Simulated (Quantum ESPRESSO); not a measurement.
# Hf in Quantum ESPRESSO: relaxation of the atoms with revPBE+D2

Aim: the relaxation of the atoms of Hf with revPBE+D2.

Everything below comes from runs of Quantum ESPRESSO 7.5. Logs are shortened: lines on timing, memory, paths and dates and some standing lists are left out, and cuts for length are marked.

## (1) The sheet as given

The cell holds a sheet with vacuum, 1 atom: a = 2.934 Å, b = 2.934 Å, c = 23.800 Å, α = 90.00°, β = 90.00°, γ = 120.00°.

The cell was built by a generator and needn't be a form met in nature.

## (2) Relaxation of the atoms, revPBE+D2

Contents of pw.in:

```
&CONTROL
  calculation = 'relax'
  prefix = 'pwscf'
  outdir = './tmp'
  pseudo_dir = './pseudo'
  tprnfor = .true.
  disk_io = 'low'
  nstep = 40
  forc_conv_thr = 0.001
  etot_conv_thr = 0.0001
  max_seconds = 684
/
&SYSTEM
  ibrav = 0
  celldm(1) = 8
  nat = 1
  ntyp = 1
  ecutwfc = 36
  ecutrho = 216
  nbnd = 12
  input_dft = 'revpbe'
  occupations = 'smearing'
  smearing = 'mv'
  degauss = 0.01469973
  vdw_corr = 'grimme-d2'
  london_s6 = 1.25
/
&ELECTRONS
  conv_thr = 2d-08
  electron_maxstep = 150
  mixing_beta = 0.3
  mixing_mode = 'local-TF'
  tqr = .true.
/
&IONS
  upscale = 10
  ion_dynamics = 'bfgs'
/
ATOMIC_SPECIES
Hf   178.4900 Hf.GGA_PBE-JTH.UPF
CELL_PARAMETERS alat
  0.6929436726390   0.0000000000000  -0.0000000000000
 -0.3464718363195   0.6001061524515  -0.0000000000000
 -0.0000000000000  -0.0000000000000   5.6219352207617
ATOMIC_POSITIONS crystal
Hf     0.0000000000    0.0000000000    0.2941200000
K_POINTS automatic
10 10 1 0 0 0
```

Contents of pp_density.in:

```
&INPUTPP
  prefix = 'pwscf'
  outdir = './tmp'
  filplot = 'density.dat'
  plot_num = 0
/
&PLOT
  nfile = 1
  filepp(1) = 'density.dat'
  iflag = 3
  output_format = 6
  fileout = 'density.cube'
/
```

Contents of pp_potential.in:

```
&INPUTPP
  prefix = 'pwscf'
  outdir = './tmp'
  filplot = 'potential.dat'
  plot_num = 11
/
&PLOT
  nfile = 1
  filepp(1) = 'potential.dat'
  iflag = 3
  output_format = 6
  fileout = 'potential.cube'
/
```

Potentials or basis: JTH 2.0 PBE.

On the command line:

```sh
$ OMP_NUM_THREADS=1 mpirun -n 2 pw.x -nk 2 -in pw.in > pw.out
$ OMP_NUM_THREADS=1 mpirun -n 1 pp.x -in pp_density.in > pp_density.out
$ OMP_NUM_THREADS=1 mpirun -n 1 pp.x -in pp_potential.in > pp_potential.out
```

pw.out:

```text
This program is part of the open-source Quantum ESPRESSO suite
     for quantum simulation of materials; please cite
         "P. Giannozzi et al., J. Phys.:Condens. Matter 21 395502 (2009);
         "P. Giannozzi et al., J. Phys.:Condens. Matter 29 465901 (2017);
         "P. Giannozzi et al., J. Chem. Phys. 152 154105 (2020);
     in publications or presentations arising from this work. More details at

     file Hf.GGA_PBE-JTH.UPF: wavefunction(s)  5S 5P 6P 5D 0D renormalized

     IMPORTANT: XC functional enforced from input :
     Exchange-correlation= REVPBE
                           (   1   4   4   4   0   0   0)
     Any further DFT definition will be discarded
     Please, verify this is what you really want

     Message from routine setup:
     using ibrav=0 with symmetry is DISCOURAGED, use correct ibrav instead

     K-points division:     npool     =       2
     Subspace diagonalization in iterative solution of the eigenvalue problem:
     a serial algorithm will be used

     G-vector sticks info
     --------------------
     sticks:   dense  smooth     PW     G-vecs:    dense   smooth      PW
     Sum         451     313     91                64021    35031    6223

     Using Slab Decomposition

     bravais-lattice index     =            0
     lattice parameter (alat)  =       8.0000  a.u.
     unit-cell volume          =    1196.9660 (a.u.)^3
     number of atoms/cell      =            1
     number of atomic types    =            1
     number of electrons       =        12.00
     number of Kohn-Sham states=           12
     kinetic-energy cutoff     =      36.0000  Ry
     charge density cutoff     =     216.0000  Ry
     scf convergence threshold =      2.0E-08
     mixing beta               =       0.3000
     number of iterations used =            8  local-TF  mixing
     energy convergence thresh.=      1.0E-04
     force convergence thresh. =      1.0E-03
     Exchange-correlation= REVPBE
                           (   1   4   4   4   0   0   0)
     nstep                     =           40

     celldm(1)=   8.000000  celldm(2)=   0.000000  celldm(3)=   0.000000
     celldm(4)=   0.000000  celldm(5)=   0.000000  celldm(6)=   0.000000

     crystal axes: (cart. coord. in units of alat)
               a(1) = (   0.692944   0.000000  -0.000000 )
               a(2) = (  -0.346472   0.600106  -0.000000 )
               a(3) = (  -0.000000  -0.000000   5.621935 )

     reciprocal axes: (cart. coord. in units 2 pi/alat)
               b(1) = (  1.443119  0.833186  0.000000 )
               b(2) = (  0.000000  1.666372  0.000000 )
               b(3) = (  0.000000  0.000000  0.177875 )

     PseudoPot. # 1 for Hf read from file:
     Hf.GGA_PBE-JTH.UPF
     Pseudo is Projector augmented-wave + core cor, Zval = 12.0
     Generated using ATOMPAW code
     Shape of augmentation charge: SINC**2
     Using radial grid of 1119 points,  6 beta functions with:
                l(1) =   0
                l(2) =   0
                l(3) =   1
                l(4) =   1
                l(5) =   2
                l(6) =   2
     Q(r) pseudized with 0 coefficients

     atomic species   valence    mass     pseudopotential
     Hf               12.00   178.49000     Hf( 1.00)

      4 Sym. Ops. (no inversion) found

   Cartesian axes

     site n.     atom                  positions (alat units)
         1        Hf     tau(   1) = (   0.0000000   0.0000000   1.6535236  )

     -------------------------------------------------
     Parameters for Dispersion (Grimme-D2) Correction:
     -------------------------------------------------
       atom      VdW radius       C_6

        Hf         3.378       3646.454

     number of k points=    31  Marzari-Vanderbilt smearing, width (Ry)=  0.0147
                       cart. coord. in units 2pi/alat
        k(    1) = (   0.0000000   0.0000000   0.0000000), wk =   0.0200000
        k(    2) = (   0.0000000   0.1666372   0.0000000), wk =   0.0400000
        k(    3) = (   0.0000000   0.3332744   0.0000000), wk =   0.0400000
        k(    4) = (   0.0000000   0.4999116   0.0000000), wk =   0.0400000
        k(    5) = (   0.0000000   0.6665487   0.0000000), wk =   0.0400000
        k(    6) = (   0.0000000  -0.8331859   0.0000000), wk =   0.0200000
[... 23 lines left out ...]
        k(   30) = (  -0.7215594  -0.2499558   0.0000000), wk =   0.0800000
        k(   31) = (  -0.7215594  -0.0833186   0.0000000), wk =   0.0800000

     Dense  grid:    64021 G-vectors     FFT dimensions: (  25,  25, 216)

     Smooth grid:    35031 G-vectors     FFT dimensions: (  24,  24, 180)
     Real space treatment of Q(r)

     Check: negative core charge=   -0.000010

     Initializing real-space augmentation for DENSE grid
     Message from routine real_space_q:
     integrated real space q too different from target q
     Largest difference:   0.000025 for atom type # 1

     Initial potential from superposition of free atoms

     starting charge      11.9981, renormalised to      12.0000

     negative rho (up, down):  3.550E-04 0.000E+00
     Starting wfcs are   18 randomized atomic wfcs
     Checking if some PAW data can be deallocated...

     Self-consistent Calculation

     iteration #  1     ecut=    36.00 Ry     beta= 0.30
     Davidson diagonalization with overlap
     ethr =  1.00E-02,  avg # of iterations =  5.1

     Threshold (ethr) on eigenvalues was too large:
     Diagonalizing with lowered threshold

     Davidson diagonalization with overlap
     ethr =  9.91E-04,  avg # of iterations =  1.1

     negative rho (up, down):  3.482E-05 0.000E+00

     total energy              =    -696.77715051 Ry
     estimated scf accuracy    <       0.12370322 Ry

     iteration #  2     ecut=    36.00 Ry     beta= 0.30
     Davidson diagonalization with overlap
     ethr =  1.03E-03,  avg # of iterations =  1.0

     negative rho (up, down):  8.944E-08 0.000E+00

     total energy              =    -696.74972804 Ry
     estimated scf accuracy    <       0.07889351 Ry

     iteration #  3     ecut=    36.00 Ry     beta= 0.30
     Davidson diagonalization with overlap
     ethr =  6.57E-04,  avg # of iterations =  2.5

     negative rho (up, down):  1.272E-07 0.000E+00

     total energy              =    -696.75998368 Ry
     estimated scf accuracy    <       0.00461202 Ry

     iteration #  4     ecut=    36.00 Ry     beta= 0.30
     Davidson diagonalization with overlap
     ethr =  3.84E-05,  avg # of iterations =  7.8
[... 100 lines left out ...]
     negative rho (up, down):  3.622E-04 0.000E+00

     total energy              =    -696.75939780 Ry
     estimated scf accuracy    <       0.00000013 Ry

     iteration # 16     ecut=    36.00 Ry     beta= 0.30
     Davidson diagonalization with overlap
     ethr =  1.09E-09,  avg # of iterations =  2.1

     negative rho (up, down):  3.267E-04 0.000E+00

     total energy              =    -696.75939759 Ry
     estimated scf accuracy    <       0.00000007 Ry

     iteration # 17     ecut=    36.00 Ry     beta= 0.30
     Davidson diagonalization with overlap
     ethr =  6.01E-10,  avg # of iterations =  2.1

     negative rho (up, down):  3.166E-04 0.000E+00

     End of self-consistent calculation

          k = 0.0000 0.0000 0.0000 (  4345 PWs)   bands (ev):

   -63.7734 -32.5605 -31.7549 -31.7549  -7.3169  -2.0116  -1.5470   0.0550
     0.0550   1.2614   1.4900   1.7932

          k = 0.0000 0.1666 0.0000 (  4389 PWs)   bands (ev):

   -63.7633 -32.5431 -31.8796 -31.7826  -6.8975  -1.8011  -1.5896  -0.3745
     0.4323   1.4920   1.6547   2.0195

          k = 0.0000 0.3333 0.0000 (  4411 PWs)   bands (ev):

   -63.7368 -32.4971 -32.1959 -31.8541  -5.8082  -1.8124  -1.4880  -0.8577
     1.5256   2.0313   2.1824   2.6953

          k = 0.0000 0.4999 0.0000 (  4361 PWs)   bands (ev):

   -63.7037 -32.5686 -32.4396 -31.9412  -4.7226  -2.2394  -1.6100   0.0468
     2.6606   2.6816   3.1987   3.3262

          k = 0.0000 0.6665 0.0000 (  4373 PWs)   bands (ev):

   -63.6769 -32.8571 -32.3927 -32.0104  -4.5027  -2.6361  -0.5585   0.9901
     2.3574   3.6800   4.9111   5.0944

          k = 0.0000-0.8332 0.0000 (  4404 PWs)   bands (ev):

   -63.6666 -32.9645 -32.3746 -32.0366  -4.5665  -2.7912   0.6505   0.8494
     2.2470   4.3291   6.1373   6.7588

          k = 0.1443 0.0833 0.0000 (  4389 PWs)   bands (ev):

   -63.7633 -32.5431 -31.8796 -31.7826  -6.8975  -1.8011  -1.5896  -0.3745
     0.4323   1.4920   1.6547   2.0195

          k = 0.1443 0.2500 0.0000 (  4391 PWs)   bands (ev):

   -63.7450 -32.5113 -32.0905 -31.8417  -6.1242  -1.7205  -1.3999  -1.0290
     1.2293   1.9297   1.9527   2.4705

          k = 0.1443 0.4166 0.0000 (  4366 PWs)   bands (ev):

   -63.7152 -32.4596 -32.4122 -31.9436  -4.8724  -2.0281  -1.7447  -0.5950
     2.3715   2.5629   2.7413   2.8710

          k = 0.1443 0.5832 0.0000 (  4359 PWs)   bands (ev):

   -63.6852 -32.7198 -32.4073 -32.0447  -4.1009  -2.3894  -1.4005   0.4089
     1.8393   3.4911   4.2089   4.5230

          k = 0.1443 0.7499 0.0000 (  4372 PWs)   bands (ev):

   -63.6666 -32.9039 -32.3747 -32.1063  -4.1405  -2.6195   0.0099   0.9088
     1.4932   4.6753   5.6265   6.1839

          k = 0.2886 0.1666 0.0000 (  4411 PWs)   bands (ev):
[... 29 lines left out ...]
          k = 0.4329 0.2500 0.0000 (  4361 PWs)   bands (ev):

   -63.7037 -32.5686 -32.4396 -31.9412  -4.7226  -2.2394  -1.6100   0.0468
     2.6606   2.6816   3.1987   3.3262

          k = 0.4329 0.4166 0.0000 (  4359 PWs)   bands (ev):

   -63.6852 -32.7198 -32.4073 -32.0447  -4.1009  -2.3894  -1.4005   0.4089
     1.8393   3.4911   4.2090   4.5240

          k = 0.4329 0.5832 0.0000 (  4332 PWs)   bands (ev):

   -63.6666 -32.7741 -32.3748 -32.2508  -2.9644  -2.2568  -1.3646   0.5263
     0.7515   4.7478   5.3444   5.8210

          k = 0.4329 0.7499 0.0000 (  4353 PWs)   bands (ev):

   -63.6551 -32.7082 -32.4802 -32.3547  -1.9102  -1.7747  -1.3076  -0.6735
     1.0598   6.2582   6.3522   6.6111

          k = 0.4329-0.0833 0.0000 (  4366 PWs)   bands (ev):

   -63.7152 -32.4596 -32.4122 -31.9436  -4.8724  -2.0281  -1.7447  -0.5950
     2.3715   2.5629   2.7413   2.8710

          k = 0.5772 0.3333 0.0000 (  4373 PWs)   bands (ev):

   -63.6769 -32.8571 -32.3927 -32.0104  -4.5027  -2.6361  -0.5585   0.9901
     2.3575   3.6800   4.9111   5.0944

          k = 0.5772 0.4999 0.0000 (  4372 PWs)   bands (ev):

   -63.6666 -32.9039 -32.3747 -32.1063  -4.1405  -2.6195   0.0099   0.9088
     1.4932   4.6752   5.6264   6.1839

          k = 0.5772 0.6665 0.0000 (  4344 PWs)   bands (ev):

   -63.6582 -32.8252 -32.3602 -32.3121  -3.0837  -2.2343  -0.3242   0.1522
     0.9301   5.8723   6.0417   7.0890

          k = 0.5772 0.8332 0.0000 (  4353 PWs)   bands (ev):

   -63.6551 -32.7082 -32.4802 -32.3547  -1.9102  -1.7747  -1.3076  -0.6735
     1.0598   6.2582   6.3522   6.6111

          k = 0.5772-0.1666 0.0000 (  4359 PWs)   bands (ev):

   -63.6852 -32.7198 -32.4073 -32.0447  -4.1009  -2.3894  -1.4005   0.4089
     1.8393   3.4911   4.2089   4.5230

          k = 0.5772 0.0000 0.0000 (  4361 PWs)   bands (ev):

   -63.6884 -32.6268 -32.4129 -32.1014  -3.4631  -2.2118  -2.1965   0.0441
     1.4315   3.4032   3.9906   4.3765

          k =-0.7216-0.4166 0.0000 (  4404 PWs)   bands (ev):

   -63.6666 -32.9645 -32.3746 -32.0366  -4.5665  -2.7912   0.6505   0.8494
     2.2470   4.3291   6.1373   6.7672

          k =-0.7216-0.2500 0.0000 (  4372 PWs)   bands (ev):

   -63.6666 -32.9039 -32.3747 -32.1063  -4.1405  -2.6195   0.0099   0.9088
     1.4932   4.6752   5.6265   6.1839

          k =-0.7216-0.0833 0.0000 (  4332 PWs)   bands (ev):

   -63.6666 -32.7741 -32.3748 -32.2508  -2.9644  -2.2568  -1.3646   0.5262
     0.7515   4.7478   5.3444   5.8210

     the Fermi energy is    -1.7559 ev

!    total energy              =    -696.75939777 Ry
     total all-electron energy =      -696.759398 Ry
     estimated scf accuracy    <          7.3E-09 Ry
     smearing contrib. (-TS)   =      -0.00083310 Ry
     internal energy E=F+TS    =    -696.75856467 Ry

     The total energy is F=E-TS. E is the sum of the following terms:
     one-electron contribution =    -448.84195160 Ry
     hartree contribution      =     221.10141934 Ry
     xc contribution           =     -26.60104227 Ry
     ewald contribution        =     145.38759212 Ry
     Dispersion Correction     =      -0.04224683 Ry
     one-center paw contrib.   =    -587.76233544 Ry

     convergence has been achieved in  17 iterations

     negative rho (up, down):  3.166E-04 0.000E+00

     Forces acting on atoms (cartesian axes, Ry/au):

     atom    1 type  1   force =     0.00000000    0.00000000    0.00000000

     Total force =     0.000000     Total SCF correction =     0.000097

     BFGS Geometry Optimization
     Energy error            =      0.0E+00 Ry
     Gradient error          =      0.0E+00 Ry/Bohr

     bfgs converged in   1 scf cycles and   0 bfgs steps
     (criteria: energy <  1.0E-04 Ry, force <  1.0E-03 Ry/Bohr)

     End of BFGS Geometry Optimization

     Final energy             =    -696.7593977686 Ry
Begin final coordinates

ATOMIC_POSITIONS (crystal)
Hf               0.0000000000        0.0000000000        0.2941200000
End final coordinates

=------------------------------------------------------------------------------=
   JOB DONE.
=------------------------------------------------------------------------------=
```

Run time: 37 s. Hardware: 2 MPI ranks of Arm Neoverse V1, shared host; peak memory 0.24 GiB.

Results:

| Item | Value |
| --- | --- |
| Free energy | -9479.8945 eV |
| Band gap on the k mesh | none (metal or under the smearing width) |
| Work function of the upper face | 4.29 eV |
| Work function of the lower face | 4.29 eV |

Final structure:
```
Hf
1.0
     2.93352    0.00000    0.00000
    -1.46676    2.54050    0.00000
     0.00000    0.00000   23.80000
Hf
1
Direct
  0.00000 0.00000 0.29412
```

Levels at points of the mesh, in eV from the Fermi level:
```csv
k point,band 3,band 4,band 5,band 6,band 7,band 8,band 9,band 10
"(0.00, 0.00, 0.00)",-30.00,-30.00,-5.56,-0.26,0.21,1.81,1.81,3.02
"(0.00, -0.50, 0.00)",-30.62,-30.28,-2.81,-1.04,2.41,2.61,4.00,6.09
"(-0.50, 0.00, 0.00)",-30.62,-30.28,-2.81,-1.04,2.41,2.61,4.00,6.09
```

Caveat: real space augmentation costs some meV and hundredths of eV per Å; the relaxation stopped at its first step, so nothing moved.
